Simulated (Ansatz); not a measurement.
# A vibration from a frozen displacement in SiC

All numbers below come from DFT PBE, scalar-relativistic, plane waves, PAW in Ansatz. The runs took a 420 eV cutoff, a Γ-centred 12×12×6 mesh and Gaussian smearing (0.05 eV). No spin polarisation. Energies are free energies at this smearing, counted from the undisturbed cell; pressure is positive in compression.

The starting cell (relaxed at this level):

```yaml
crystal:
  lattice:
    - [3.09199, 0.00000, 0.00000]
    - [-1.54599, 2.67774, 0.00000]
    - [0.00000, 0.00000, 5.07376]
  atoms:
    - { symbol: Si, position: [0.33333, 0.66667, 0.00456] }
    - { symbol: Si, position: [0.66667, 0.33333, 0.50456] }
    - { symbol: C, position: [0.33333, 0.66667, 0.38044] }
    - { symbol: C, position: [0.66667, 0.33333, 0.88044] }
```

Every Si atom is moved by x along the Cartesian unit vector (-0.817, -0.472, -0.333); the cell and all other atoms stay fixed. The cell's volume is 42.01 Å³; the moved atoms weigh 56.170 u together and the others 24.022 u.

```
  x (Å)  ΔE (meV/cell) total force on the moved atoms along the move (eV/Å) pressure (GPa)
-0.5000        3547.79                                               12.4029         21.9302
-0.3750        2128.81                                               10.2268         13.0147
-0.2500        1011.97                                                7.5445          6.1098
-0.1250         270.89                                                4.1862          1.6174
 0.0000           0.00                                               -0.0014          0.0161
 0.1250         312.05                                               -5.1730          2.0214
 0.2500        1346.79                                              -11.6449          8.7111
 0.3750        3309.50                                              -20.2173         21.6511
 0.4375        4741.54                                              -25.7897         31.1145
 0.5000        6559.93                                              -32.6461         42.9787
```

Q: What frequency belongs to this motion?

A: The force constant is k = −dF/dx = 37.437 eV/Å², from the parabola through x = -0.1250, 0 and 0.1250. In every cell the moved atoms swing against the rest, so the mass is μ = m₁m₂/(m₁ + m₂) = 16.826 u, and ν̃ = 521.5 cm⁻¹ × √(|k|/μ) = 778 cm⁻¹. The pattern needn't be a normal mode: ν̃² is then a weighted mean of the squared nonzero frequencies at the zone centre of this cell, taken without macroscopic field, so it lies between the lowest and the highest of them.

Q: How far does the harmonic law reach?

A: At x = -0.500 Å, kx²/2 = 4679.58 meV against the computed 3547.79 meV (-24.2 %): the well softens in this direction at large amplitude.

Cost: 10 runs of about 2.4 core-minutes in all, on Intel Xeon Platinum 8259CL (Skylake/Cascade Lake) (shared hosts).

The well is markedly lopsided: at equal amplitude, positive x costs more energy than negative x at every pair of points. Positive x drives half of the Si atoms straight at a carbon neighbour, where Pauli repulsion between the closed shells and bond charge rises steeply; negative x stretches that same bond, whose stiffness weakens with length, so the restoring force grows less than proportionally. Pressure nevertheless rises both ways, because other Si–C bonds shorten when this one opens. This suggests that the mode stiffens under compression, as is usual for optical modes of tetrahedral semiconductors.

The high frequency reflects stiff, short covalent bonds and the light carbon atom. In the wurtzite structure, rigid motion of one sublattice against the other contains only the polar A1 and E1 optical modes, and the mostly basal displacement here weights E1. The 778 cm⁻¹ is therefore a transverse-optical value, and it fits the known range for SiC. The longitudinal branch lies clearly higher, since the polar bonds add a macroscopic field to the restoring force.
